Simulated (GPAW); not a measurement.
Runs of GPAW 26.7.0 on ZnS (Wurtzite-2H). The structure is hexagonal, space group P6_3mc (No. 186). The conventional cell has a = 3.811 Å, b = 3.811 Å, c = 6.234 Å, α = 90.00°, β = 90.00°, γ = 120.00°. Around Zn (site symmetry 3m) lie 4 S at 2.31 to 2.40 Å. Around S (site symmetry 3m) lie 4 Zn at 2.31 to 2.40 Å. 

```tsv
task	level	potentials or basis	cell	cutoff (eV)	band path	band points	optimizer	fmax	max steps	grid spacing	gap on the mesh (eV)	pressure (GPa)	relaxed volume (Å³/atom)	largest force (eV/Å)
band structure	r4SCAN	GPAW PAW data sets (gpaw-data 1.2.1), pw	as given	600	GMKGALHA,LM,KH	80	-	-	-	-	2.75	-0.9	-	0.33
relaxation of cell and atoms	PBEsol+D3	PAW data sets generated in the run's folder for this functional, pw	relaxed	600	-	-	BFGS	0.05 eV/Å	40	-	2.29	0.1	18.70	0.01
relaxation of cell and atoms	revTPSS+D3	GPAW PAW data sets (gpaw-data 1.2.1), pw	relaxed	600	-	-	BFGS	0.05 eV/Å	60	-	2.47	0.0	18.90	0.01
band structure	mBEEF	GPAW PAW data sets (gpaw-data 1.2.1), pw	as given	600	GMKGALHA,LM,KH	100	-	-	-	-	3.08	1.6	-	0.33
band structure	PBE	GPAW PAW data sets (gpaw-data 1.2.1), newer versions, pw	as given	600	GMKGALHA,LM,KH	100	-	-	-	-	2.25	2.4	-	0.33
relaxation of cell and atoms	SCAN+D3(BJ)	GPAW PAW data sets (gpaw-data 1.2.1), pw	relaxed	600	-	-	LBFGS	0.02 eV/Å	100	-	(b)	0.0	19.18	0.02
band structure	PBE	SG15 ONCV 1.2, pw	as given	1100	GMKGALHA,LM,KH	100	-	-	-	-	2.25	2.5	-	0.33
relaxation of cell and atoms	r4SCAN	GPAW PAW data sets (gpaw-data 1.2.1), pw	relaxed	600	-	-	BFGS	0.02 eV/Å	60	-	2.78	0.0	19.34	0.01
relaxation of cell and atoms	r2SCAN	GPAW PAW data sets (gpaw-data 1.2.1), pw	relaxed	600	-	-	BFGS	0.02 eV/Å	40	-	2.82	0.1	(a)	0.01
band structure	r2SCAN	GPAW PAW data sets (gpaw-data 1.2.1), pw	as given	600	GMKGALHA,LM,KH	80	-	-	-	-	2.82	-0.3	-	0.31
band structure	PBE	GPAW PAW data sets (gpaw-data 1.2.1), lcao:dzp	as given	-	GMKGALHA,LM,KH	60	-	-	-	0.2 Å	2.24	-	-	0.34
```

Alike in all rows: no spin polarisation; k mesh 6 × 6 × 3; smearing fermi-dirac 0.05 eV.

Problem. Fill in the values left out.

Solution. (a) 19.45; (b) 2.81.

Caveats: the PAW data sets were made with another functional, which shifts forces and pressure a little (some runs); later steps reuse the first step's grids (some runs); an odd mesh through Γ misses points on the zone boundary, where band edges often lie (some runs); the real-space grid adds noise to forces (some runs); the basis of atomic orbitals isn't converged, which shifts pressures, moduli and gaps (some runs).

Not every run made on this cell is shown here.
